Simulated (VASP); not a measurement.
**Mn: single point with r2SCAN**

Mn:

```
Mn
1.0
     0.00000    2.44727    2.44727
     2.44727    0.00000    2.44727
     2.44727    2.44727    0.00000
Mn
2
Cartesian
  2.4473 2.4473 2.4473
  3.6709 3.6709 3.6709
```

The cell was built by a generator and needn't be a form met in nature.

| Item | Value |
| --- | --- |
| Program | VASP 6.6.1 |
| Task | single point |
| Functional | r2SCAN |
| Potentials or basis | VASP PAW PBE potentials, release 64 (Mn_pv) |
| Cutoff | 520 eV |
| k mesh | 20 × 20 × 20 |
| Occupations | gaussian, width 0.1 eV |
| Spin | no spin polarisation |
| Dipole correction | no |
| Further INCAR settings | ALGO = Normal; EDIFF = 1e-06; NBANDS = 20 |

```
Pressure               : 0.9 GPa
Band gap on the k mesh : none (metal or under the smearing width)
```

Levels at points of the mesh, in eV from the Fermi level:
| k point | band 11 | band 12 | band 13 | band 14 | band 15 | band 16 |
| --- | --- | --- | --- | --- | --- | --- |
| (0.00, 0.00, 0.00) | -1.97 | -1.97 | 0.47 | 0.47 | 0.47 | 2.53 |
| (0.50, 0.00, 0.00) | -1.98 | -1.98 | -0.62 | 1.21 | 1.21 | 2.12 |
| (0.50, 0.50, 0.00) | -0.71 | -0.71 | 0.14 | 0.14 | 2.33 | 2.33 |

It took 3.8 min on 1 thread of Intel(R) Xeon(R) 6975P-C (Granite Rapids) (shared host), peak memory 0.24 GiB.

Caveat: the PAW data sets were made with another functional, which shifts forces and pressure a little; the run has no spin polarisation, though such a crystal can be magnetic. Spin polarisation is off, so any magnetic state and its effect on volume and gap are missing.
